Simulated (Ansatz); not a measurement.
LaAlO₃ (cubic perovskite)

```xyz
5
Lattice="3.7716 0.0000 0.0000 0.0000 3.7716 0.0000 0.0000 0.0000 3.7716" Properties=species:S:1:pos:R:3 pbc="T T T"
La     1.8858     1.8858     1.8858
Al     0.0000     0.0000     0.0000
O      0.0000     1.8858     0.0000
O      1.8858     0.0000     0.0000
O      0.0000     0.0000     1.8858
```

The slice is a {210} plane (indices of the conventional cell) through the point (0.000, 0.500, 0.000) (fractional), spanned by u = [100] and v = [021] in vectors of this cell: u (3.77 Å) and v (8.43 Å, at 90° to u). It covers one period; positions are fractions (u, v).

Calculation: PBEsol (plane waves to 420 eV, PAW, scalar-relativistic; Ansatz, an electronic-structure program). k mesh 9×9×9. These are valence fields of a PAW run, semicore shells included where kept as valence: close to a nucleus they are smooth pseudo fields. LaAlO3 is run without spin polarisation. LaAlO3 was relaxed with its symmetry unable to fall. This is a high-temperature form of LaAlO3.

Task: Around which element is the density of the lowest conduction band (whole band as if filled, smooth part) largest on this plane?

Result: La. Mean over a disc round each atom, of radius 0.45 times the shortest bond: La 0.055, O 0.005 e/Å³.

Task: Around which element is the density of the highest valence band (whole band, smooth part) largest on this plane?

Result: O. Mean over a disc round each atom, of radius 0.45 times the shortest bond: O 0.128, La 0.009 e/Å³.

Task: Sketch the density of the highest valence band (whole band, smooth part) on this plane as a map.

Result: 
| v \ u | 0.00 | 0.14 | 0.29 | 0.43 | 0.57 | 0.71 | 0.86 |
|---|---|---|---|---|---|---|---|
| 0.94 | 0.127 | 0.079 | 0.010 | 0.003 | 0.003 | 0.010 | 0.079 |
| 0.84 | 0.003 | 0.002 | 0.007 | 0.042 | 0.042 | 0.007 | 0.002 |
| 0.75 | 0.023 | 0.011 | 0.005 | 0.033 | 0.033 | 0.005 | 0.011 |
| 0.66 | 0.033 | 0.020 | 0.004 | 0.005 | 0.005 | 0.004 | 0.020 |
| 0.56 | 0.003 | 0.003 | 0.007 | 0.010 | 0.010 | 0.007 | 0.003 |
| 0.47 | 0.001 | 0.002 | 0.012 | 0.006 | 0.006 | 0.012 | 0.002 |
| 0.38 | 0.019 | 0.013 | 0.004 | 0.005 | 0.005 | 0.004 | 0.013 |
| 0.28 | 0.033 | 0.018 | 0.004 | 0.018 | 0.018 | 0.004 | 0.018 |
| 0.19 | 0.005 | 0.003 | 0.009 | 0.055 | 0.055 | 0.009 | 0.003 |
| 0.09 | 0.048 | 0.026 | 0.004 | 0.009 | 0.009 | 0.004 | 0.026 |
| 0.00 | 0.005 | 0.233 | 0.023 | 0.001 | 0.001 | 0.023 | 0.233 |

Values: density of the highest valence band (whole band, smooth part) in e/Å³.
